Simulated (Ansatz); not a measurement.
**Ionic part of the dielectric constant of MgO at 1 GPa, mode by mode**

Computed with Ansatz, DFT PBEsol, scalar-relativistic, plane waves, PAW. Settings: 420 eV plane-wave cutoff, Γ-centred 10×10×10 mesh, fixed occupations. No spin polarisation. Phonons by linear response, acoustic sum rule imposed.

Symmetry: Fm-3m, No. 225, cubic system. Conventional cell: a = 4.205 Å, b = 4.205 Å, c = 4.205 Å, α = 90.00°, β = 90.00°, γ = 90.00°. Mg (site symmetry m-3m) has 6 O at 2.10 Å as nearest neighbours. Around O (site symmetry m-3m) lie 6 Mg at 2.10 Å.

The primitive cell has V = 18.59 Å³ and ε∞,xx = 3.238. Each polar mode adds Δε = (4.92064×10⁷/V)·S/ν² along x, with S its oscillator strength in e²/amu, ν in cm⁻¹ and V in Å³.

Problem. From these modes, find each Δε and ε0,xx.
```
ν (cm⁻¹) S_xx (e²/amu)
   393.4         0.4054
```

Solution.
```csv
ν (cm⁻¹),Δε
393.4,6.93
```

The sum is 6.932, so ε0,xx = 10.17; the run's tensor has 10.17.

Problem. Where do the longitudinal modes lie for a wave vector along x?

Solution. At 697 cm⁻¹. The Lyddane–Sachs–Teller product Π(ν_LO/ν_TO)² = 3.14 matches ε0/ε∞ = 3.14.

Cost: 1 run of about 0.28 core-minutes, on Arm Neoverse N1 (shared hosts).

The lattice supplies most of the static permittivity of MgO: the single polar mode at 393.4 cm⁻¹ adds 6.93 to an electronic part of 3.238. In rock salt this mode moves the Mg and O sublattices rigidly against each other. Its oscillator strength, taken with the reduced mass of the pair, implies a Born effective charge close to the formal ionic value, as expected for a wide-gap oxide with little dynamic charge transfer. The large response thus comes from nearly full ionic charges on a moderately stiff lattice, not from a soft mode. The same charges create the macroscopic field that lifts the longitudinal mode to 697 cm⁻¹.

The electronic part is somewhat above the well-known experimental value, probably because the semilocal functional makes the electrons too polarisable. Such overscreening would also weaken the longitudinal–transverse splitting. The Lyddane–Sachs–Teller agreement shows that the modes and the dielectric tensor are mutually consistent, but it doesn't test either against experiment. How the permittivity changes with pressure can't be read from a single compression.
